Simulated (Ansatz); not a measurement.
Runs of Ansatz 0.2.0 on Tl. The structure is cubic, space group Im-3m (No. 229). The conventional cell has a = 3.912 Å, b = 3.912 Å, c = 3.912 Å, α = 90.00°, β = 90.00°, γ = 90.00°. Tl (site symmetry m-3m) is surrounded by 8 Tl at 3.39 Å. This isn't the form of Tl at room conditions, which is hcp.

```csv
task,spin,cell,target pressure (GPa),points for each segment of the path,gap on the mesh (eV),pressure (GPa)
relaxation of cell and atoms,off,relaxed to 10 GPa,10,-,none,10.0
relaxation of cell and atoms,off,relaxed to 20 GPa,20,-,none,20.0
relaxation of cell and atoms,off,relaxed to 2 GPa,2,-,none,2.0
relaxation of cell and atoms,off,relaxed to 30 GPa,30,-,none,30.0
band structure,"SOC, no magnetisation",as given,-,14,none,(a)
relaxation of cell and atoms,off,relaxed to 5 GPa,5,-,none,5.0
relaxation of cell and atoms,off,relaxed,0,-,none,0.0
band structure,off,as given,-,14,none,0.1
```

Alike in all rows: level r2SCAN; potentials or basis Ansatz PAW; k mesh 10 × 10 × 10; cutoff (eV) 500; smearing fermi-dirac 0.05 eV.

Q: Estimate the missing entries.

A: (a) -0.5.

Caveats: the PAW data sets come from PBE, with cores solved anew for the run's functional, which leaves a small shift of forces and pressure; the plane-wave basis is chosen anew once the cell has moved, so the energies of steps on either side of that aren't comparable (some runs); spin-orbit coupling is left out, which moves the levels of the heavy elements (some runs).

A k mesh can miss the band edges, and rows without SOC leave out spin-orbit coupling on Tl.

A gap of «none» marks a metal or a gap under the smearing width.
